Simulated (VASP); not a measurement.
# 2H-WSe2 monolayer under biaxial strain, part 6 of 7

How do the gap and the band positions of 2H-WSe2 monolayer follow biaxial strain?

VASP 6.6.1, plane waves and PAW; the level of theory is named at each step.

So far. Step 13 (Strained, atoms relaxed, biaxial strain 0): The start already met the threshold, so nothing moved, which says little where the restoring forces are soft.

### 15. Strained, atoms relaxed, biaxial strain 0.01

This step: PBE with D3(BJ), no spin polarisation; plane waves and PAW (W, Se) (VASP 6.6.1).

Input file INCAR:

```
SYSTEM = WSe2
PREC = Normal
ENCUT = 350
EDIFF = 1E-06
NELM = 120
ISMEAR = 0
SIGMA = 0.03
LREAL = .FALSE.
ALGO = Fast
GGA = PE
IVDW = 12
NBANDS = 15
LASPH = .TRUE.
LORBIT = 11
LWAVE = .FALSE.
LCHARG = .FALSE.
KPAR = 4
IBRION = 2
NSW = 30
ISIF = 2
EDIFFG = -0.015
POTIM = 0.4
MAXMIX = 40
IDIPOL = 3
LDIPOL = .TRUE.
DIPOL = 0.5 0.5 0.5
```

Input file POSCAR:

```
WSe2
1.0
    3.3114621707      0.0000000000      0.0000000000
   -1.6557310854      2.8678103635      0.0000000000
    0.0000000000      0.0000000000     22.0000000000
W Se
1 2
Direct
    0.3333333333      0.6666666667      0.5000000000
    0.6666666667      0.3333333333      0.4233974758
    0.6666666667      0.3333333333      0.5766025242
```

Input file KPOINTS:

```
Automatic mesh
0
Gamma
12 12 1
0 0 0
```

The projector-augmented-wave data sets are W and Se (PBE family, release 64).

Launch:

```sh
$ mpirun -np 4 vasp_std
```

Output:

```text
[... set-up lines as in an earlier step ...]
 entering main loop
       N       E                     dE             d eps       ncg     rms          rms(c)
DAV:   1     0.107060738075E+03    0.10706E+03   -0.49873E+03   570   0.649E+02
DAV:   2    -0.111581810950E+02   -0.11822E+03   -0.11123E+03   930   0.151E+02
DAV:   3    -0.225547860221E+02   -0.11397E+02   -0.11313E+02   794   0.571E+01
DAV:   4    -0.227484583618E+02   -0.19367E+00   -0.19278E+00   691   0.901E+00
[...]
RMM:  19    -0.216716215075E+02   -0.22883E-05   -0.57940E-07   379   0.283E-03    0.172E-03
RMM:  20    -0.216716231990E+02   -0.16914E-05   -0.13844E-07   296   0.177E-03    0.298E-03
RMM:  21    -0.216716234606E+02   -0.26162E-06   -0.42275E-08   262   0.135E-03
   1 F= -.22667699E+02 E0= -.22667699E+02  d E =-.226677E+02
[...]
N       E                     dE             d eps       ncg     rms          rms(c)
DAV:   1    -0.216718956198E+02   -0.27242E-03   -0.12064E-01   724   0.191E+00    0.203E-01
[...]
RMM:   4    -0.216722826937E+02    0.27569E-04   -0.16873E-04   571   0.885E-02    0.140E-01
RMM:   5    -0.216723122245E+02   -0.29531E-04   -0.42708E-05   574   0.426E-02    0.238E-02
RMM:   6    -0.216723157499E+02   -0.35254E-05   -0.12897E-05   570   0.218E-02    0.404E-02
RMM:   7    -0.216723160400E+02   -0.29010E-06   -0.25533E-06   446   0.110E-02
   2 F= -.22670288E+02 E0= -.22670288E+02  d E =-.258887E-02
 trial-energy change:   -0.002589  1 .order   -0.002559   -0.003832   -0.001286
 step:   1.4584(harm=  1.5054)  dis= 0.01254  next Energy=   -22.670586 (dE=-0.289E-02)
[...]
N       E                     dE             d eps       ncg     rms          rms(c)
DAV:   1    -0.216716845235E+02    0.63123E-03   -0.25454E-02   682   0.879E-01    0.994E-02
RMM:   2    -0.216717597355E+02   -0.75212E-04   -0.10352E-03   570   0.220E-01    0.330E-02
RMM:   3    -0.216717730450E+02   -0.13310E-04   -0.12726E-04   572   0.757E-02    0.141E-02
RMM:   4    -0.216717766098E+02   -0.35647E-05   -0.25854E-05   560   0.328E-02    0.881E-03
RMM:   5    -0.216717772565E+02   -0.64675E-06   -0.63300E-06   482   0.153E-02
   3 F= -.22670619E+02 E0= -.22670619E+02  d E =-.291931E-02
[...]
reached required accuracy - stopping structural energy minimisation
```

It took 13 s on 4 MPI ranks of AMD EPYC 7R43, shared host; peak memory 0.73 GiB; 48 s of CPU time.

Parts of OUTCAR (step 15):

```text
 Edisp (eV)   -0.99797

 Edisp (eV)   -0.99884

  Total      -0.84953    -0.84953    -0.08478     0.00000    -0.00000     0.00000
  in kB      -6.51469    -6.51469    -0.65015     0.00000    -0.00000     0.00000
  external pressure =       -4.56 kB  Pullay stress =        0.00 kB

 POSITION                                       TOTAL-FORCE (eV/Angst)
 -----------------------------------------------------------------------------------
     -0.00000      1.91187     11.00000        -0.000000      0.000000      0.000000
      1.65573      0.95594      9.32728         0.000000     -0.000000      0.004598
      1.65573      0.95594     12.67272         0.000000      0.000000     -0.004598
 -----------------------------------------------------------------------------------
    total drift:                                0.000003     -0.000002      0.000000

  FREE ENERGIE OF THE ION-ELECTRON SYSTEM (eV)
  ---------------------------------------------------
  free  energy   TOTEN  =       -22.6706187573 eV

  energy  without entropy=      -22.6706187573  energy(sigma->0) =      -22.67061876

[... 2 parts as in an earlier step ...]

[... 2 further parts left out ...]
[key lines of the parts left out:]
E-fermi :  -1.9824
```

The run ended after 3 ionic steps, 0.003 eV below its first step, once the forces on the free atoms met EDIFFG = -0.015.

### 16. Strained, levels with spin-orbit coupling, biaxial strain 0.01

This step: PBE with D3(BJ), spin-orbit coupling, no spin polarisation; plane waves and PAW (W, Se) (VASP 6.6.1).

Input file INCAR:

```
SYSTEM = WSe2
PREC = Normal
ENCUT = 350
EDIFF = 1E-06
NELM = 120
ISMEAR = 0
SIGMA = 0.03
LREAL = .FALSE.
ALGO = Fast
GGA = PE
IVDW = 12
LNONCOLLINEAR = .TRUE.
MAGMOM = 0 0 0 0 0 0 0 0 0
NBANDS = 30
GGA_COMPAT = .FALSE.
LASPH = .TRUE.
LSORBIT = .TRUE.
LMAXMIX = 4
LWAVE = .FALSE.
LCHARG = .FALSE.
KPAR = 4
IDIPOL = 3
LDIPOL = .TRUE.
DIPOL = 0.5 0.5 0.5
LVHAR = .TRUE.
LVACPOTAV = .TRUE.
```

Input file POSCAR:

```
WSe2
1.0
    3.3114621707      0.0000000000      0.0000000000
   -1.6557310854      2.8678103635      0.0000000000
    0.0000000000      0.0000000000     22.0000000000
W Se
1 2
Direct
    0.3333333333      0.6666666667      0.5000000000
    0.6666666667      0.3333333333      0.4239674901
    0.6666666667      0.3333333333      0.5760325099
```

KPOINTS is that of step 15.

Input file KPOINTS_OPT:

```
Line mode
14
Line-mode
Reciprocal
  0.00000000   0.00000000   0.00000000 GAMMA
  0.50000000   0.00000000   0.00000000 M

  0.50000000   0.00000000   0.00000000 M
  0.33333333   0.33333333   0.00000000 K

  0.33333333   0.33333333   0.00000000 K
  0.00000000   0.00000000   0.00000000 GAMMA
```

Launch:

```sh
$ mpirun -np 4 vasp_ncl
```

Output:

```text
[... set-up lines as in an earlier step ...]
 entering main loop
       N       E                     dE             d eps       ncg     rms          rms(c)
DAV:   1     0.111951131701E+03    0.11195E+03   -0.48764E+03  1892   0.648E+02
DAV:   2    -0.795795888386E+01   -0.11991E+03   -0.11301E+03  2846   0.159E+02
DAV:   3    -0.225803664409E+02   -0.14622E+02   -0.14486E+02  2548   0.625E+01
DAV:   4    -0.229111135447E+02   -0.33075E+00   -0.32918E+00  2432   0.114E+01
[...]
RMM:  23    -0.218761880333E+02   -0.18429E-05   -0.32276E-07  1624   0.372E-03    0.813E-04
RMM:  24    -0.218761890799E+02   -0.10466E-05   -0.11369E-07  1307   0.166E-03    0.888E-04
RMM:  25    -0.218761893940E+02   -0.31407E-06   -0.20850E-08   829   0.892E-04
 [... a notice as in an earlier step ...]

   1 F= -.22875031E+02 E0= -.22875031E+02  d E =-.230221E-12  mag=    -0.0000     0.0000    -0.0000
 Start KPOINTS_OPT (optional k-point list driver)
k-point batch [1-31\42]
       N       E                     dE             ncg
DAV:   1    -0.796301163657E+02   -0.12840E+05     1884
DAV:   2    -0.371280383085E+04   -0.36332E+04     2832
DAV:   3    -0.414522354845E+04   -0.43242E+03     2464
DAV:   4    -0.415562429289E+04   -0.10401E+02     2450
DAV:   5    -0.415582575993E+04   -0.20147E+00     2394
DAV:   6    -0.415583086741E+04   -0.51075E-02     2428
DAV:   7    -0.415583102350E+04   -0.15609E-03     2402
DAV:   8    -0.415583102939E+04   -0.58932E-05     2206
DAV:   9    -0.415583102964E+04   -0.24884E-06     1660
k-point batch [32-42\42]
       N       E                     dE             ncg
DAV:   1     0.109449237987E+05   -0.23353E+04      700
DAV:   2     0.983571920064E+04   -0.11092E+04      976
DAV:   3     0.967714889204E+04   -0.15857E+03      904
DAV:   4     0.967294484575E+04   -0.42040E+01      906
DAV:   5     0.967285766562E+04   -0.87180E-01      812
DAV:   6     0.967285492746E+04   -0.27382E-02      862
DAV:   7     0.967285482005E+04   -0.10741E-03      844
DAV:   8     0.967285481506E+04   -0.49992E-05      854
DAV:   9     0.967285481479E+04   -0.26879E-06      602
```

The job ended after 73 s (4 MPI ranks; peak memory 1.9 GiB).

OUTCAR, selected parts (step 16):

```text
 Edisp (eV)   -0.99884

  Total      -0.84331    -0.84331    -0.06663     0.00000     0.00000     0.00000
  in kB      -6.46706    -6.46706    -0.51095     0.00000     0.00000     0.00000
  external pressure =       -4.48 kB  Pullay stress =        0.00 kB

 POSITION                                       TOTAL-FORCE (eV/Angst)
 -----------------------------------------------------------------------------------
     -0.00000      1.91187     11.00000         0.000000      0.000000      0.000000
      1.65573      0.95594      9.32728         0.000000      0.000000     -0.001348
      1.65573      0.95594     12.67272         0.000000      0.000000      0.001348
 -----------------------------------------------------------------------------------
    total drift:                                0.000003     -0.000002     -0.000000

  FREE ENERGIE OF THE ION-ELECTRON SYSTEM (eV)
  ---------------------------------------------------
  free  energy   TOTEN  =       -22.8750308948 eV

  energy  without entropy=      -22.8750308948  energy(sigma->0) =      -22.87503089

[... 2 parts as in an earlier step ...]

[... 1 further part left out ...]
[key lines of the parts left out:]
E-fermi :  -1.7819
```

### 17. Strained, atoms relaxed, biaxial strain 0.02

This step: PBE with D3(BJ), no spin polarisation; plane waves and PAW (W, Se) (VASP 6.6.1).

Input file INCAR:

```
SYSTEM = WSe2
PREC = Normal
ENCUT = 350
EDIFF = 1E-06
NELM = 120
ISMEAR = 0
SIGMA = 0.03
LREAL = .FALSE.
ALGO = Fast
GGA = PE
IVDW = 12
NBANDS = 15
LASPH = .TRUE.
LORBIT = 11
LWAVE = .FALSE.
LCHARG = .FALSE.
KPAR = 4
IBRION = 2
NSW = 30
ISIF = 2
EDIFFG = -0.015
POTIM = 0.4
MAXMIX = 40
IDIPOL = 3
LDIPOL = .TRUE.
DIPOL = 0.5 0.5 0.5
```

Input file POSCAR:

```
WSe2
1.0
    3.3442489248      0.0000000000      0.0000000000
   -1.6721244625      2.8962045255      0.0000000000
    0.0000000000      0.0000000000     22.0000000000
W Se
1 2
Direct
    0.3333333333      0.6666666667      0.5000000000
    0.6666666667      0.3333333333      0.4233974758
    0.6666666667      0.3333333333      0.5766025242
```

KPOINTS is that of step 16.

Launch:

```sh
$ mpirun -np 4 vasp_std
```

Output:

```text
[... set-up lines as in an earlier step ...]
 entering main loop
       N       E                     dE             d eps       ncg     rms          rms(c)
DAV:   1     0.107447258385E+03    0.10745E+03   -0.49477E+03   570   0.647E+02
DAV:   2    -0.100582179638E+02   -0.11751E+03   -0.10837E+03   913   0.149E+02
DAV:   3    -0.225494437185E+02   -0.12491E+02   -0.12376E+02   808   0.591E+01
DAV:   4    -0.227830206667E+02   -0.23358E+00   -0.23303E+00   698   0.991E+00
[...]
RMM:  19    -0.216605092516E+02   -0.38284E-05   -0.67030E-07   378   0.289E-03    0.138E-03
RMM:  20    -0.216605103702E+02   -0.11186E-05   -0.95652E-08   271   0.153E-03    0.131E-03
RMM:  21    -0.216605110132E+02   -0.64293E-06   -0.62930E-08   278   0.148E-03
   1 F= -.22636431E+02 E0= -.22636431E+02  d E =-.226364E+02
[...]
N       E                     dE             d eps       ncg     rms          rms(c)
DAV:   1    -0.216649042999E+02   -0.43939E-02   -0.43303E-01   668   0.361E+00    0.374E-01
[...]
RMM:   7    -0.216663847547E+02   -0.55519E-05   -0.69781E-06   508   0.178E-02    0.687E-03
RMM:   8    -0.216663864061E+02   -0.16514E-05   -0.26478E-06   447   0.921E-03    0.117E-02
RMM:   9    -0.216663870572E+02   -0.65103E-06   -0.56873E-07   391   0.515E-03
   2 F= -.22645816E+02 E0= -.22645816E+02  d E =-.938481E-02
 trial-energy change:   -0.009385  1 .order   -0.009316   -0.013745   -0.004888
 step:   1.5156(harm=  1.5519)  dis= 0.02468  next Energy=   -22.647085 (dE=-0.107E-01)
[...]
N       E                     dE             d eps       ncg     rms          rms(c)
DAV:   1    -0.216654914232E+02    0.89498E-03   -0.11507E-01   612   0.186E+00    0.191E-01
RMM:   2    -0.216658180187E+02   -0.32660E-03   -0.47496E-03   570   0.474E-01    0.442E-02
RMM:   3    -0.216658820612E+02   -0.64042E-04   -0.57954E-04   573   0.161E-01    0.109E-02
RMM:   4    -0.216658958388E+02   -0.13778E-04   -0.12166E-04   584   0.693E-02    0.627E-03
RMM:   5    -0.216658995862E+02   -0.37474E-05   -0.24038E-05   557   0.307E-02    0.964E-03
RMM:   6    -0.216658995200E+02    0.66261E-07   -0.45314E-06   473   0.137E-02
   3 F= -.22647137E+02 E0= -.22647137E+02  d E =-.107063E-01
[...]
reached required accuracy - stopping structural energy minimisation
```

Wall time 17 s (4 MPI ranks); peak memory 0.74 GiB.

OUTCAR, selected parts (step 17):

```text
 Edisp (eV)   -0.97943

 Edisp (eV)   -0.98124

  Total      -1.66636    -1.66636    -0.07898     0.00000     0.00000     0.00000
  in kB     -12.52939   -12.52939    -0.59384     0.00000     0.00000     0.00000
  external pressure =       -8.55 kB  Pullay stress =        0.00 kB

 POSITION                                       TOTAL-FORCE (eV/Angst)
 -----------------------------------------------------------------------------------
     -0.00000      1.93080     11.00000         0.000000     -0.000000      0.000000
      1.67212      0.96540      9.33943        -0.000000      0.000000      0.004003
      1.67212      0.96540     12.66057        -0.000000      0.000000     -0.004003
 -----------------------------------------------------------------------------------
    total drift:                                0.000004     -0.000002      0.000000

  FREE ENERGIE OF THE ION-ELECTRON SYSTEM (eV)
  ---------------------------------------------------
  free  energy   TOTEN  =       -22.6471371377 eV

  energy  without entropy=      -22.6471371377  energy(sigma->0) =      -22.64713714

[... 2 parts as in an earlier step ...]

[... 2 further parts left out ...]
[key lines of the parts left out:]
E-fermi :  -2.0584
```

The run ended after 3 ionic steps, 0.011 eV below its first step, once the forces on the free atoms met EDIFFG = -0.015.

### 18. Strained, levels with spin-orbit coupling, biaxial strain 0.02

This step: PBE with D3(BJ), spin-orbit coupling, no spin polarisation; plane waves and PAW (W, Se) (VASP 6.6.1).

Input file INCAR:

```
SYSTEM = WSe2
PREC = Normal
ENCUT = 350
EDIFF = 1E-06
NELM = 120
ISMEAR = 0
SIGMA = 0.03
LREAL = .FALSE.
ALGO = Fast
GGA = PE
IVDW = 12
LNONCOLLINEAR = .TRUE.
MAGMOM = 0 0 0 0 0 0 0 0 0
NBANDS = 30
GGA_COMPAT = .FALSE.
LASPH = .TRUE.
LSORBIT = .TRUE.
LMAXMIX = 4
LWAVE = .FALSE.
LCHARG = .FALSE.
KPAR = 4
IDIPOL = 3
LDIPOL = .TRUE.
DIPOL = 0.5 0.5 0.5
LVHAR = .TRUE.
LVACPOTAV = .TRUE.
```

Input file POSCAR:

```
WSe2
1.0
    3.3442489248      0.0000000000      0.0000000000
   -1.6721244625      2.8962045255      0.0000000000
    0.0000000000      0.0000000000     22.0000000000
W Se
1 2
Direct
    0.3333333333      0.6666666667      0.5000000000
    0.6666666667      0.3333333333      0.4245194004
    0.6666666667      0.3333333333      0.5754805996
```

KPOINTS is that of step 17.

KPOINTS_OPT is that of step 16.

Launch:

```sh
$ mpirun -np 4 vasp_ncl
```

Output:

```text
[... set-up lines as in an earlier step ...]
 entering main loop
       N       E                     dE             d eps       ncg     rms          rms(c)
DAV:   1     0.111728956517E+03    0.11173E+03   -0.48278E+03  1868   0.644E+02
DAV:   2    -0.788769384338E+01   -0.11962E+03   -0.11320E+03  2834   0.158E+02
DAV:   3    -0.226027301992E+02   -0.14715E+02   -0.14586E+02  2584   0.626E+01
DAV:   4    -0.229337142116E+02   -0.33098E+00   -0.32934E+00  2452   0.115E+01
[...]
RMM:  22    -0.218704284484E+02   -0.11674E-04   -0.94832E-07  1927   0.472E-03    0.547E-03
RMM:  23    -0.218704302985E+02   -0.18501E-05   -0.43908E-07  1646   0.445E-03    0.648E-04
RMM:  24    -0.218704312360E+02   -0.93743E-06   -0.12431E-07  1269   0.182E-03
 [... a notice as in an earlier step ...]

   1 F= -.22851669E+02 E0= -.22851669E+02  d E =-.134863E-14  mag=     0.0000    -0.0000     0.0000
 Start KPOINTS_OPT (optional k-point list driver)
k-point batch [1-31\42]
       N       E                     dE             ncg
DAV:   1    -0.573409034330E+02   -0.12742E+05     1860
DAV:   2    -0.372513226035E+04   -0.36678E+04     2846
DAV:   3    -0.417434026256E+04   -0.44921E+03     2492
DAV:   4    -0.418450499436E+04   -0.10165E+02     2440
DAV:   5    -0.418469959766E+04   -0.19460E+00     2334
DAV:   6    -0.418470533331E+04   -0.57356E-02     2432
DAV:   7    -0.418470553915E+04   -0.20584E-03     2396
DAV:   8    -0.418470554689E+04   -0.77347E-05     2210
DAV:   9    -0.418470554728E+04   -0.39517E-06     1730
k-point batch [32-42\42]
       N       E                     dE             ncg
DAV:   1     0.108274813601E+05   -0.22556E+04      660
DAV:   2     0.965922620990E+04   -0.11683E+04      976
DAV:   3     0.948295249099E+04   -0.17627E+03      912
DAV:   4     0.947802074874E+04   -0.49317E+01      900
DAV:   5     0.947790918050E+04   -0.11157E+00      850
DAV:   6     0.947790592901E+04   -0.32515E-02      854
DAV:   7     0.947790578116E+04   -0.14785E-03      880
DAV:   8     0.947790577506E+04   -0.60993E-05      872
DAV:   9     0.947790577488E+04   -0.18013E-06      618
```

Wall time 86 s (4 MPI ranks); peak memory 2 GiB; 4.6 min of CPU time.

OUTCAR, selected parts (step 18):

```text
 Edisp (eV)   -0.98124

  Total      -1.65248    -1.65248    -0.06408     0.00000     0.00000     0.00000
  in kB     -12.42501   -12.42501    -0.48179     0.00000     0.00000     0.00000
  external pressure =       -8.44 kB  Pullay stress =        0.00 kB

 POSITION                                       TOTAL-FORCE (eV/Angst)
 -----------------------------------------------------------------------------------
     -0.00000      1.93080     11.00000        -0.000000      0.000000      0.000000
      1.67212      0.96540      9.33943         0.000000     -0.000000     -0.002271
      1.67212      0.96540     12.66057         0.000000     -0.000000      0.002271
 -----------------------------------------------------------------------------------
    total drift:                                0.000004     -0.000002      0.000000

  FREE ENERGIE OF THE ION-ELECTRON SYSTEM (eV)
  ---------------------------------------------------
  free  energy   TOTEN  =       -22.8516688539 eV

  energy  without entropy=      -22.8516688539  energy(sigma->0) =      -22.85166885

[... 2 parts as in an earlier step ...]

[... 1 further part left out ...]
[key lines of the parts left out:]
E-fermi :  -1.8535
```

(Continued in part 7 of 7.)

[Lines on the potential files, build, host, timing and source positions are cut from VASP's logs without a mark.]

[Logs are printed without paths, hosts, clocks, repeated set-up lines and the standing remarks that a program may print on its own settings, such as how far it seeks lower states.]

[Hosts, paths, dates, database ids (printed as entryN), source tags and the programs' standing remarks are cut or masked in the printed files.]

[Runs that stopped without an error message from VASP are left out.]
